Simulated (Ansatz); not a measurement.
**Cobalt, bcc under revPBE: ground state and equation of state**

What does revPBE give for cobalt in the bcc structure? We relax it, solve it on a dense k-mesh, then scale the cell to 7 volumes from 88 to 112 % of the relaxed one and try a fit of the equation of state. The start is ferromagnetic. The k-meshes are 16×16×16 for the relaxation; 25×25×25 for the dense run; 17×17×17 for the volumes.

This is Co in the bcc structure; at room conditions it is hcp.

Method: DFT revPBE, plane waves (420 eV) with PAW, scalar-relativistic; the PAW data stem from PBE, with regenerated cores, in Ansatz 0.2.0.

## Step 1: The system as given

Symmetry: Im-3m, No. 229, cubic system. The conventional cell has a = 2.808 Å, b = 2.808 Å, c = 2.808 Å, α = 90.00°, β = 90.00°, γ = 90.00°. Around Co (site symmetry m-3m) lie 8 Co at 2.43 Å.

As a file:

```cif
data_structure
_symmetry_space_group_name_H-M 'Im-3m'
_symmetry_Int_Tables_number 229
_cell_length_a 2.8083
_cell_length_b 2.8083
_cell_length_c 2.8083
_cell_angle_alpha 90.000
_cell_angle_beta 90.000
_cell_angle_gamma 90.000
_cell_volume 22.15
loop_
_atom_site_label
_atom_site_type_symbol
_atom_site_symmetry_multiplicity
_atom_site_Wyckoff_symbol
_atom_site_fract_x
_atom_site_fract_y
_atom_site_fract_z
_atom_site_occupancy
Co1 Co 2 a 0.00000 0.00000 0.00000 1
```

Starting moments (μB): +1.7.

## Step 2: Relaxation of the cell

Contents of input.yaml:

```yaml
crystal:
  lattice:
    - [-1.4041371717, 1.4041371717, 1.4041371717]
    - [1.4041371717, -1.4041371717, 1.4041371717]
    - [1.4041371717, 1.4041371717, -1.4041371717]
  atoms:
    - { symbol: Co, position: [0.0, 0.0, 0.0], spin: 1.7 }
hamiltonian:
  xc: revpbe
  pseudopotentials:
    kind: paw
    azcp:
      Co: "pseudopotentials/Co.paw.azcp"
basis:
  ecutwfc: 420
  fft_grid_basis: typed
kpoints:
  mp_grid: { grid: [16, 16, 16], shift: [0, 0, 0] }
magnetization:
  spin_polarized: true
scf:
  occupations: { method: fermi_dirac, width: 0.05 }
relax:
  max_steps: 60
  f_tol: 0.01
  cell: {}
```

Standard output:

```text
Warning: RAYON_NUM_THREADS=2 ignored (pool sized by the plan → 2); use --threads N
Engine: ansatz 0.2.0, x86_64-unknown-linux-gnu
Pseudopotentials: kind: paw
Pseudopotential: Co, paw, valence charge 17, recommended cutoff 420 eV (normal), <dir>
Functional definition: revPBE
  parameter kappa = 1.245
  parameter beta = 0.06672455060314922
  exchange = pbe_x(kappa = kappa, mu = beta*pi^2/3)
  correlation = pbe_c(beta = beta)
Crystal: 1 atoms, lattice volume = 11.074 Å³
Basis set: ecut = 420 eV, 225 PW (Γ), exchange–correlation on 36×36×36 points (8 copies of the dense FFT grid, shifted against one another)
Bands: 14, of which v1, the nominal top of the filled ones, is band 9 counted from 1 (8 counted from 0)
Symmetry: 48 space group operations
Space group: Im-3m (ITA 229), of the structure as read, at distance tolerance 2.2e-5 Å
Magnetic group: BNS 229.140 (UNI 1642), of the structure as read, at distance tolerance 2.2e-5 Å
k-points: 145 of 4096
Non-local potential: Co, projectors of the file, l = 0: 3, l = 1: 2, l = 2: 3, l = 3: 1
PAW form: soft (Blöchl's): semilocal exchange-correlation on the pseudo side does not see the compensation charge
PAW frozen core: Co, regenerated for the run's functional, and the local potential with it (the file was generated under x = pbe(κ = 0.804, μ = 0.2195149727645171), c = pbe(β = 0.06672455060314922))
PAW one-centre angular grid: Co, 590 points (default); XC on 64 Gauss nodes
Initial density: superposition of atomic densities (chi_scale 0.1, normalization cell)
Starting moments: Σ|m| = 1.7 μB on 1 of 1 site
Initial wavefunctions: pseudopotential atomic-orbital guess
Functional: x = revpbe(κ = 1.245, μ = 0.2195149727645171), c = pbe(β = 0.06672455060314922)
SCF iter   1: F=—  HF=-5129.213863 eV  |F-HF|=—  |Δ(HF+E_count)|=         —  Δρ=1.19e-1 (↑1.90e-2 ↓1.19e-1)  dr2=1.16e0  dr2_m=2.81e-1  M=1.778 μB ∫|m|=1.825 μB  β_m=0.30  ethr=3.10e-3  ⟨swp⟩=5.3  Hψ=20103  notcnv=0
Mixer restart at iter 1: flushing history
preconditioner: auto → none  [metal: Δε(μ)=0.023 eV  Ē_g=15.088 eV  σ=0.050 eV  W_gap=0.11  n_scr=0 (ndim 8)  ℏωp=33.5 eV  f_vac=0.000  D(μ)=1.55/eV (n_scr^D=18)]
SCF iter   2: F=—  HF=-5128.816061 eV  |F-HF|=—  |Δ(HF+E_count)|=   3.98e-1  Δρ=6.67e-2 (↑6.67e-2 ↓3.01e-2)  dr2=9.56e-2  dr2_m=2.16e-1  M=1.794 μB ∫|m|=1.862 μB  β_m=0.30  ethr=3.10e-3  ⟨swp⟩=2.8  Hψ=9807  notcnv=0  defer=143
SCF iter   3: F=—  HF=-5129.169674 eV  |F-HF|=—  |Δ(HF+E_count)|=         —  Δρ=5.43e-2 (↑5.43e-2 ↓4.88e-2)  dr2=6.58e-3  dr2_m=2.63e-1  M=1.892 μB ∫|m|=1.979 μB  β_m=0.30  ethr=5.63e-4  ⟨swp⟩=2.5  Hψ=7889  notcnv=0  defer=145
Mixer restart at iter 3: flushing history
SCF iter   4: F=—  HF=-5129.322088 eV  |F-HF|=—  |Δ(HF+E_count)|=   1.52e-1  Δρ=3.82e-2 (↑3.82e-2 ↓3.03e-2)  dr2=7.98e-3  dr2_m=1.15e-1  M=1.868 μB ∫|m|=1.967 μB  β_m=0.61  ethr=3.87e-5  ⟨swp⟩=2.2  Hψ=7523  notcnv=0  defer=145
SCF iter   5: F=—  HF=-5129.553772 eV  |F-HF|=—  |Δ(HF+E_count)|=   2.32e-1  Δρ=5.71e-3 (↑5.71e-3 ↓4.50e-3)  dr2=3.12e-3  dr2_m=4.41e-4  M=1.807 μB ∫|m|=1.944 μB  β_m=0.57  ethr=3.87e-5  ⟨swp⟩=2.5  Hψ=8493  notcnv=0  defer=145
SCF iter   6: F=—  HF=-5129.554732 eV  |F-HF|=—  |Δ(HF+E_count)|=   9.61e-4  Δρ=6.73e-3 (↑5.81e-3 ↓6.73e-3)  dr2=1.03e-2  dr2_m=2.17e-4  M=1.798 μB ∫|m|=1.940 μB  β_m=0.54  ethr=1.84e-5  ⟨swp⟩=2.0  Hψ=9687  notcnv=0  defer=148
SCF iter   7: F=—  HF=-5129.559364 eV  |F-HF|=—  |Δ(HF+E_count)|=   4.63e-3  Δρ=6.85e-4 (↑3.61e-4 ↓6.85e-4)  dr2=4.30e-5  dr2_m=1.55e-5  M=1.790 μB ∫|m|=1.938 μB  β_m=0.72  ethr=1.84e-5  ⟨swp⟩=2.1  Hψ=8070  notcnv=0  defer=148
SCF iter   8: F=—  HF=-5129.559522 eV  |F-HF|=—  |Δ(HF+E_count)|=   1.59e-4  Δρ=4.25e-4 (↑1.93e-4 ↓4.25e-4)  dr2=1.94e-5  dr2_m=4.29e-6  M=1.788 μB ∫|m|=1.937 μB  β_m=0.86  ethr=2.53e-7  ⟨swp⟩=2.1  Hψ=5390  notcnv=0  defer=148
SCF iter   9: F=—  HF=-5129.559558 eV  |F-HF|=—  |Δ(HF+E_count)|=   3.52e-5  Δρ=6.35e-5 (↑1.88e-5 ↓6.35e-5)  dr2=3.37e-7  dr2_m=9.52e-8  M=1.787 μB ∫|m|=1.936 μB  β_m=0.93  ethr=1.14e-7  ⟨swp⟩=2.0  Hψ=5398  notcnv=0  defer=146
SCF iter  10: F=—  HF=-5129.559558 eV  |F-HF|=—  |Δ(HF+E_count)|=   1.83e-7  Δρ=4.76e-6 (↑4.76e-6 ↓3.71e-6)  dr2=5.30e-9  dr2_m=1.70e-10  M=1.787 μB ∫|m|=1.936 μB  β_m=0.97  ethr=1.98e-9  ⟨swp⟩=2.2  Hψ=6249  notcnv=0  defer=146
SCF iter  11: F=-5129.559558 eV  HF=-5129.559558 eV  |F-HF|=9.09e-13  |Δ(HF+E_count)|=  9.57e-10  Δρ=6.26e-7 (↑6.26e-7 ↓3.95e-7)  dr2=1.64e-11  dr2_m=6.50e-12  M=1.787 μB ∫|m|=1.936 μB  ethr=3.12e-11  ⟨swp⟩=2.0  Hψ=11684  notcnv=0
SCF 1 converged in 11 iterations: F = -5129.559558 eV  dr2 = 1.64e-11
relax step   1: F+E_penalty+E_count = -5129.55955783 eV  Δ(F+E_penalty+E_count) = +0.000e0 eV  max|allowed force component| = 0.000e0 eV/Å  Δτ_max = 0.0000 Å  P = +5.011 GPa  Ω = 11.074 Å³  (11 SCF iters, dr2 threshold 1.00e-7 eV, accepted)
Crystal: 1 atoms, lattice volume = 11.223 Å³
Initial density: handed on by an earlier stage of this run
Starting moments: Σ|m| = 1.7 μB on 1 of 1 site; this step starts from the density that it was given
Initial wavefunctions: those handed on with the density
iter 1 solved again at ethr=9.02e-6 eV; its pass at ethr=3.10e-3 eV (dr2=1.53e-3 eV) is discarded
SCF iter   1: F=—  HF=-5129.562976 eV  |F-HF|=—  |Δ(HF+E_count)|=         —  Δρ=2.76e-3 (↑2.76e-3 ↓2.25e-3)  dr2=1.71e-3  dr2_m=2.00e-5  M=1.791 μB ∫|m|=1.945 μB  β_m=0.65  ethr=9.02e-6  ⟨swp⟩=2.3  Hψ=26274  notcnv=0
preconditioner: auto → none  [metal: Δε(μ)=0.012 eV  Ē_g=15.758 eV  σ=0.050 eV  W_gap=0.06  n_scr=0 (ndim 8)  ℏωp=33.3 eV  f_vac=0.000  D(μ)=1.66/eV (n_scr^D=18)]
SCF iter   2: F=—  HF=-5129.563029 eV  |F-HF|=—  |Δ(HF+E_count)|=   5.34e-5  Δρ=3.70e-3 (↑3.70e-3 ↓3.33e-3)  dr2=2.68e-3  dr2_m=5.27e-6  M=1.791 μB ∫|m|=1.944 μB  β_m=0.24  ethr=9.02e-6  ⟨swp⟩=2.0  Hψ=8104  notcnv=0
SCF iter   3: F=—  HF=-5129.562387 eV  |F-HF|=—  |Δ(HF+E_count)|=   6.42e-4  Δρ=1.09e-3 (↑8.51e-4 ↓1.09e-3)  dr2=1.63e-4  dr2_m=4.66e-6  M=1.792 μB ∫|m|=1.945 μB  β_m=0.65  ethr=9.02e-6  ⟨swp⟩=2.4  Hψ=6273  notcnv=0
SCF iter   4: F=—  HF=-5129.562672 eV  |F-HF|=—  |Δ(HF+E_count)|=   2.85e-4  Δρ=5.98e-4 (↑1.86e-4 ↓5.98e-4)  dr2=1.57e-5  dr2_m=1.46e-5  M=1.795 μB ∫|m|=1.948 μB  β_m=0.54  ethr=9.57e-7  ⟨swp⟩=2.2  Hψ=6622  notcnv=0
SCF iter   5: F=—  HF=-5129.562769 eV  |F-HF|=—  |Δ(HF+E_count)|=   9.71e-5  Δρ=1.10e-4 (↑3.79e-5 ↓1.10e-4)  dr2=4.93e-7  dr2_m=2.95e-7  M=1.798 μB ∫|m|=1.950 μB  β_m=0.70  ethr=9.23e-8  ⟨swp⟩=2.0  Hψ=6541  notcnv=0
SCF iter   6: F=—  HF=-5129.562778 eV  |F-HF|=—  |Δ(HF+E_count)|=   9.58e-6  Δρ=4.68e-5 (↑2.19e-5 ↓4.68e-5)  dr2=2.21e-7  dr2_m=2.42e-8  M=1.798 μB ∫|m|=1.951 μB  β_m=0.85  ethr=2.90e-9  ⟨swp⟩=2.0  Hψ=6559  notcnv=0
SCF iter   7: F=—  HF=-5129.562779 eV  |F-HF|=—  |Δ(HF+E_count)|=   9.07e-7  Δρ=7.10e-6 (↑7.10e-6 ↓1.71e-6)  dr2=1.67e-9  dr2_m=1.70e-9  M=1.799 μB ∫|m|=1.951 μB  β_m=0.92  ethr=1.30e-9  ⟨swp⟩=2.0  Hψ=6554  notcnv=0
SCF iter   8: F=-5129.562779 eV  HF=-5129.562779 eV  |F-HF|=7.08e-9  |Δ(HF+E_count)|=   3.63e-9  Δρ=8.71e-6 (↑3.26e-6 ↓8.71e-6)  dr2=9.29e-9  dr2_m=9.61e-10  M=1.799 μB ∫|m|=1.951 μB  ethr=9.81e-12  ⟨swp⟩=1.5  Hψ=11720  notcnv=0
SCF 2 converged in 8 iterations: F = -5129.562779 eV  dr2 = 9.29e-9
relax step   2: F+E_penalty+E_count = -5129.56277939 eV  Δ(F+E_penalty+E_count) = -3.222e-3 eV  max|allowed force component| = 0.000e0 eV/Å  Δτ_max = 0.0000 Å  P = +2.290 GPa  Ω = 11.223 Å³  energy of the carried Pulay correction = -1.725e-4 eV  (8 SCF iters, dr2 threshold 1.00e-7 eV, accepted)
Crystal: 1 atoms, lattice volume = 11.352 Å³
iter 1 solved again at ethr=6.50e-6 eV; its pass at ethr=3.10e-3 eV (dr2=1.11e-3 eV) is discarded
SCF iter   1: F=—  HF=-5129.563734 eV  |F-HF|=—  |Δ(HF+E_count)|=         —  Δρ=2.17e-3 (↑2.17e-3 ↓2.04e-3)  dr2=1.23e-3  dr2_m=8.69e-6  M=1.801 μB ∫|m|=1.957 μB  β_m=0.65  ethr=6.50e-6  ⟨swp⟩=2.4  Hψ=26419  notcnv=0
preconditioner: auto → none  [metal: Δε(μ)=0.014 eV  Ē_g=15.615 eV  σ=0.050 eV  W_gap=0.07  n_scr=0 (ndim 8)  ℏωp=33.1 eV  f_vac=0.000  D(μ)=1.62/eV (n_scr^D=18)]
SCF iter   2: F=—  HF=-5129.563766 eV  |F-HF|=—  |Δ(HF+E_count)|=   3.21e-5  Δρ=3.15e-3 (↑3.15e-3 ↓2.73e-3)  dr2=1.90e-3  dr2_m=5.62e-6  M=1.801 μB ∫|m|=1.957 μB  β_m=0.23  ethr=6.50e-6  ⟨swp⟩=2.0  Hψ=8090  notcnv=0
SCF iter   3: F=—  HF=-5129.563306 eV  |F-HF|=—  |Δ(HF+E_count)|=   4.61e-4  Δρ=8.08e-4 (↑7.69e-4 ↓8.08e-4)  dr2=1.07e-4  dr2_m=1.93e-6  M=1.802 μB ∫|m|=1.958 μB  β_m=0.60  ethr=6.50e-6  ⟨swp⟩=2.4  Hψ=5919  notcnv=0
SCF iter   4: F=—  HF=-5129.563482 eV  |F-HF|=—  |Δ(HF+E_count)|=   1.76e-4  Δρ=4.34e-4 (↑9.58e-5 ↓4.34e-4)  dr2=1.57e-5  dr2_m=4.53e-6  M=1.804 μB ∫|m|=1.959 μB  β_m=0.80  ethr=6.30e-7  ⟨swp⟩=2.3  Hψ=6589  notcnv=0
SCF iter   5: F=—  HF=-5129.563565 eV  |F-HF|=—  |Δ(HF+E_count)|=   8.36e-5  Δρ=1.96e-4 (↑4.99e-5 ↓1.96e-4)  dr2=2.45e-6  dr2_m=8.05e-7  M=1.806 μB ∫|m|=1.961 μB  β_m=0.90  ethr=9.25e-8  ⟨swp⟩=2.0  Hψ=6545  notcnv=0
SCF iter   6: F=—  HF=-5129.563566 eV  |F-HF|=—  |Δ(HF+E_count)|=   1.10e-6  Δρ=1.00e-4 (↑6.08e-5 ↓1.00e-4)  dr2=1.76e-6  dr2_m=5.69e-8  M=1.806 μB ∫|m|=1.962 μB  β_m=0.95  ethr=1.44e-8  ⟨swp⟩=2.0  Hψ=6608  notcnv=0
SCF iter   7: F=—  HF=-5129.563568 eV  |F-HF|=—  |Δ(HF+E_count)|=   1.35e-6  Δρ=4.53e-5 (↑3.08e-5 ↓4.53e-5)  dr2=4.05e-7  dr2_m=7.32e-9  M=1.806 μB ∫|m|=1.962 μB  β_m=0.97  ethr=1.04e-8  ⟨swp⟩=2.2  Hψ=5158  notcnv=0
SCF iter   8: F=—  HF=-5129.563568 eV  |F-HF|=—  |Δ(HF+E_count)|=   2.09e-7  Δρ=1.01e-5 (↑5.95e-6 ↓1.01e-5)  dr2=1.85e-8  dr2_m=5.52e-10  M=1.806 μB ∫|m|=1.961 μB  β_m=0.99  ethr=2.38e-9  ⟨swp⟩=2.3  Hψ=5725  notcnv=0
SCF iter   9: F=-5129.563568 eV  HF=-5129.563568 eV  |F-HF|=5.28e-10  |Δ(HF+E_count)|=   1.33e-8  Δρ=2.15e-6 (↑9.04e-7 ↓2.15e-6)  dr2=7.08e-10  dr2_m=5.92e-11  M=1.806 μB ∫|m|=1.961 μB  ethr=1.09e-10  ⟨swp⟩=1.6  Hψ=11978  notcnv=0
SCF 3 converged in 9 iterations: F = -5129.563568 eV  dr2 = 7.08e-10
relax step   3: F+E_penalty+E_count = -5129.56356778 eV  Δ(F+E_penalty+E_count) = -7.884e-4 eV  max|allowed force component| = 0.000e0 eV/Å  Δτ_max = 0.0000 Å  P = +0.054 GPa  Ω = 11.352 Å³  energy of the carried Pulay correction = -3.195e-4 eV  (9 SCF iters, dr2 threshold 1.00e-7 eV, accepted)
[... 11 lines left out ...]
relax step   4: F+E_penalty+E_count = -5129.56356462 eV  Δ(F+E_penalty+E_count) = +3.154e-6 eV  max|allowed force component| = 0.000e0 eV/Å  Δτ_max = 0.0000 Å  P = -0.001 GPa  Ω = 11.355 Å³  energy of the carried Pulay correction = -3.232e-4 eV  (7 SCF iters, dr2 threshold 7.38e-9 eV, accepted)
Initial wavefunctions: pseudopotential atomic-orbital guess (no wavefunctions were taken with the density)
iter 1 solved again at ethr=1.33e-8 eV; its pass at ethr=3.10e-3 eV (dr2=2.26e-6 eV) is discarded
SCF iter   1: F=—  HF=-5129.563907 eV  |F-HF|=—  |Δ(HF+E_count)|=         —  Δρ=1.42e-4 (↑9.72e-5 ↓1.42e-4)  dr2=1.67e-6  dr2_m=7.88e-8  M=1.806 μB ∫|m|=1.962 μB  β_m=0.65  ethr=1.33e-8  ⟨swp⟩=3.0  Hψ=32340  notcnv=0
preconditioner: auto → none  [metal: Δε(μ)=0.014 eV  Ē_g=15.592 eV  σ=0.050 eV  W_gap=0.07  n_scr=0 (ndim 8)  ℏωp=33.1 eV  f_vac=0.000  D(μ)=1.59/eV (n_scr^D=18)]
SCF iter   2: F=—  HF=-5129.563912 eV  |F-HF|=—  |Δ(HF+E_count)|=   5.18e-6  Δρ=4.97e-5 (↑4.97e-5 ↓3.25e-5)  dr2=4.31e-7  dr2_m=2.25e-8  M=1.806 μB ∫|m|=1.962 μB  β_m=0.50  ethr=9.83e-9  ⟨swp⟩=2.2  Hψ=6472  notcnv=0
SCF iter   3: F=—  HF=-5129.563912 eV  |F-HF|=—  |Δ(HF+E_count)|=   9.80e-8  Δρ=4.65e-5 (↑4.65e-5 ↓4.26e-5)  dr2=3.32e-7  dr2_m=2.70e-9  M=1.806 μB ∫|m|=1.962 μB  β_m=0.45  ethr=2.53e-9  ⟨swp⟩=2.0  Hψ=6618  notcnv=0
SCF iter   4: F=—  HF=-5129.563912 eV  |F-HF|=—  |Δ(HF+E_count)|=   6.77e-8  Δρ=7.75e-6 (↑2.52e-6 ↓7.75e-6)  dr2=7.53e-9  dr2_m=1.38e-9  M=1.806 μB ∫|m|=1.962 μB  β_m=0.72  ethr=1.95e-9  ⟨swp⟩=2.4  Hψ=6340  notcnv=0
SCF iter   5: F=—  HF=-5129.563912 eV  |F-HF|=—  |Δ(HF+E_count)|=   5.80e-8  Δρ=3.58e-6 (↑2.12e-6 ↓3.58e-6)  dr2=3.17e-10  dr2_m=8.08e-10  M=1.806 μB ∫|m|=1.962 μB  β_m=0.86  ethr=4.43e-11  ⟨swp⟩=2.3  Hψ=6445  notcnv=0
SCF iter   6: F=—  HF=-5129.563912 eV  |F-HF|=—  |Δ(HF+E_count)|=   3.49e-9  Δρ=1.26e-6 (↑1.26e-6 ↓1.16e-6)  dr2=3.38e-10  dr2_m=3.44e-12  M=1.806 μB ∫|m|=1.962 μB  β_m=0.93  ethr=1.87e-12  ⟨swp⟩=2.0  Hψ=6651  notcnv=0
SCF iter   7: F=—  HF=-5129.563912 eV  |F-HF|=—  |Δ(HF+E_count)|=  1.95e-10  Δρ=3.17e-7 (↑2.82e-7 ↓3.17e-7)  dr2=2.23e-11  dr2_m=2.07e-13  M=1.806 μB ∫|m|=1.962 μB  β_m=0.97  ethr=1.87e-12  ⟨swp⟩=2.2  Hψ=5685  notcnv=0
SCF iter   8: F=—  HF=-5129.563912 eV  |F-HF|=—  |Δ(HF+E_count)|=  1.46e-11  Δρ=1.17e-8 (↑3.55e-9 ↓1.17e-8)  dr2=2.16e-15  dr2_m=5.36e-15  M=1.806 μB ∫|m|=1.962 μB  β_m=0.98  ethr=1.00e-12  ⟨swp⟩=1.1  Hψ=4149  notcnv=0
SCF iter   9: F=-5129.563912 eV  HF=-5129.563912 eV  |F-HF|=1.82e-12  |Δ(HF+E_count)|=    0.00e0  Δρ=1.80e-8 (↑1.06e-8 ↓1.80e-8)  dr2=3.99e-14  dr2_m=1.99e-15  M=1.806 μB ∫|m|=1.962 μB  ethr=1.00e-12  ⟨swp⟩=3.1  Hψ=13245  notcnv=0
SCF 5 converged in 9 iterations: F = -5129.563912 eV  dr2 = 3.99e-14
relax step   5: F+E_penalty+E_count = -5129.56391180 eV  Δ(F+E_penalty+E_count) = -3.472e-4 eV  max|allowed force component| = 0.000e0 eV/Å  Δτ_max = 0.0000 Å  P = +0.037 GPa  Ω = 11.355 Å³  stress off target by 3.72e-2 GPa  SCF on the basis re-selected at this cell (its energy is not comparable with the rows above)  (9 SCF iters)
basis re-selected at this cell: Δ(F+E_penalty+E_count) = -3.472e-4 eV, ΔP = +0.038 GPa vs the last step (what re-selecting the basis moved, of the pressure what is left beyond the Pulay correction that the steps carried, after the strain that the cell walked since its last selection, with what the two solves' SCF thresholds leave and, on support functions, any second-order correction that the steps lacked; it is no measure of the basis error at this ecutwfc). This SCF's stress stands 3.72e-2 GPa from its target on what of the cell is left free (relax.cell.stress_tol is 5.00e-2 GPa) and its largest allowed force component is 0.00e0 eV/Å (relax.f_tol is 1.00e-2 eV/Å): within both
SCF converged after 9 iterations
Magnetization: 1.8062 μB (9.4031 up, 7.5969 down)
Absolute magnetization: 1.9620 μB (∫|ρ↑−ρ↓|, with the PAW one-centre terms)
Spin contamination: 0.0325 ħ² per cell (⟨S²⟩ above its minimum at these occupations)
Per-site moments (μB) at R_I (Å): [(1.8787062388772982, 1.011649397575335)]
Free energy (F): -5129.563912 eV
Harris-Foulkes:  -5129.563912 eV  (|F-HF|=1.82e-12)
Internal energy: -5129.551004 eV  (E = F + TS)
E sigma→0 (E₀):  -5129.557458 eV
Entropy (-TS):   -0.012908 eV (-12.908 meV/atom)
Fermi energy:    18.184698 eV
--- Per-component energies (eV) ---
  E_band       = -259.479018
  E_kinetic    = 451.729800
  E_local      = -2895.283192  (includes V_loc(G=0)·N_el)
  E_nonlocal   = 454.024396
  E_hartree    = 1211.162963
  E_xc         = -158.630987
  E_vxc        = -204.424416  (∫ρ·V_xc dr)
  E_paw        = -1518.565998  (= ΣΔE_a)
  E_vpaw       = -487.851644  (= ΣTr[D̂ρ^β])
  E_aug_tail   = 0.000125  (compensation charges beyond the density's cutoff)
  E_ewald      = -2673.955158
  E_core_change = -0.032954  (= ΣΔE_core)
  E_smearing   = -0.012908  (= −TS)
  E_closure    = 0.000000  (closes the sum)
  Σ components = -5129.563912   (vs F -5129.563912, Δ=0.00e0)
--- Forces (eV/Å), atoms counted from 1 ---
  atom   1  Co    -0.00000000     0.00000000     0.00000000
  max |Σ_I F_I| component: 2.10e-31 eV/Å
--- Stress (GPa, compression-positive) ---
        0.037157       0.000000       0.000000
        0.000000       0.037157      -0.000000
        0.000000       0.000000       0.037157
  P = ⅓ Tr σ = 0.0372 GPa (0.372 kbar)
--- Relaxed structure (4 steps of the walk, 4 accepted, 1 SCFs on fresh bases) ---
  F+E_penalty+E_count = -5129.56391180 eV   max|allowed force component| = 0.000e0 eV/Å   (the final SCF, on the basis selected at the relaxed cell)
  cell:  # Å, volume = 11.3552 Å³
    - [-1.4159419442803451, 1.4159419442803451, 1.4159419442803451]
    - [1.4159419442803451, -1.4159419442803451, 1.4159419442803451]
    - [1.4159419442803451, 1.4159419442803451, -1.4159419442803451]
  atoms:
    - { symbol: Co, position: [0.0, 0.0, 0.0] }
```

Run time: 5.3 s. Hardware: 2 threads of an x86-64 CPU, shared host; peak memory 0.36 GiB.

The walk, from the log:

```csv
step,energy change (meV/atom),largest force (eV/Å),pressure (GPa),volume (Å³/atom)
1,0.00,0.0000,5.01,11.074
2,-3.22,0.0000,2.29,11.223
3,-4.01,0.0000,0.05,11.352
4,-4.01,0.0000,0.00,11.355
5,-4.35,0.0000,0.04,11.355
```

Steps that repeat a cell are solved on a basis chosen anew, so their changes of energy are no gain of the relaxation.

Changes in the cell that was computed:

|  | before | after | change |
| --- | --- | --- | --- |
| a (Å) | 2.432 | 2.452 | +0.8 % |
| b (Å) | 2.432 | 2.452 | +0.8 % |
| c (Å) | 2.432 | 2.452 | +0.8 % |
| volume (Å³/atom) | 11.074 | 11.355 | +2.5 % |
| shortest distance (Å) | 2.432 | 2.452 | +0.8 % |
| space group (spins left aside) | Im-3m | Im-3m | same |

(Part 1 of 2 ends here.)
